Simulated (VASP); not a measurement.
SnO2:

```xyz
6
Lattice="4.7380 0.0000 0.0000 0.0000 4.7380 0.0000 0.0000 0.0000 3.1865" Properties=species:S:1:pos:R:3 pbc="T T T"
Sn    0.0000    0.0000    0.0000
Sn    2.3690    2.3690    1.5933
O     1.4550    1.4550    0.0000
O     0.9140    3.8240    1.5933
O     3.2830    3.2830    0.0000
O     3.8240    0.9140    1.5933
```

| Item | Value |
| --- | --- |
| Program | VASP 6.6.1 |
| Task | relaxation of cell and atoms |
| Functional | PBE |
| Potentials or basis | VASP PAW PBE potentials, release 64 (Sn_d, O) |
| Cutoff | 600 eV |
| k mesh | 6 × 6 × 8 |
| Occupations | gaussian, width 0.03 eV |
| Spin | no spin polarisation |

At the start: pressure 11.6 GPa; volume 11.92 Å³/atom.

Task: How do energy, volume and symmetry change on relaxing?

Result: Over 8 steps the energy falls by 23.7 meV/atom and the volume is 12.61 Å³/atom (+5.8 %); space group P4_2/mnm (No. 136, to 0.05 Å).

Step by step:
| step | energy change (eV) | largest force (eV/Å) | pressure (GPa) | volume (Å³) |
| --- | --- | --- | --- | --- |
| 1 | 0.0000 | 0.2935 | 11.61 | 71.53 |
| 2 | 0.0636 | 0.3605 | -10.52 | 80.85 |
| 3 | -0.1403 | 0.0638 | 0.00 | 75.51 |
| 4 | -0.1403 | 0.0579 | 0.21 | 75.43 |
| 5 | -0.1420 | 0.0032 | 0.10 | 75.57 |
| 6 | -0.1421 | 0.0194 | 0.06 | 75.63 |
| 7 | -0.1422 | 0.0006 | -0.12 | 75.68 |
| 8 | -0.1422 | 0.0043 | -0.04 | 75.67 |

Final structure:
```yaml
crystal:
  lattice:
    - [4.83034, 0.00000, 0.00000]
    - [0.00000, 4.83034, 0.00000]
    - [0.00000, 0.00000, 3.24328]
  atoms:
    - { symbol: Sn, position: [0.00000, 0.00000, 0.00000] }
    - { symbol: Sn, position: [0.50000, 0.50000, 0.50000] }
    - { symbol: O, position: [0.30658, 0.30658, 0.00000] }
    - { symbol: O, position: [0.19342, 0.80658, 0.50000] }
    - { symbol: O, position: [0.69342, 0.69342, 0.00000] }
    - { symbol: O, position: [0.80658, 0.19342, 0.50000] }
```
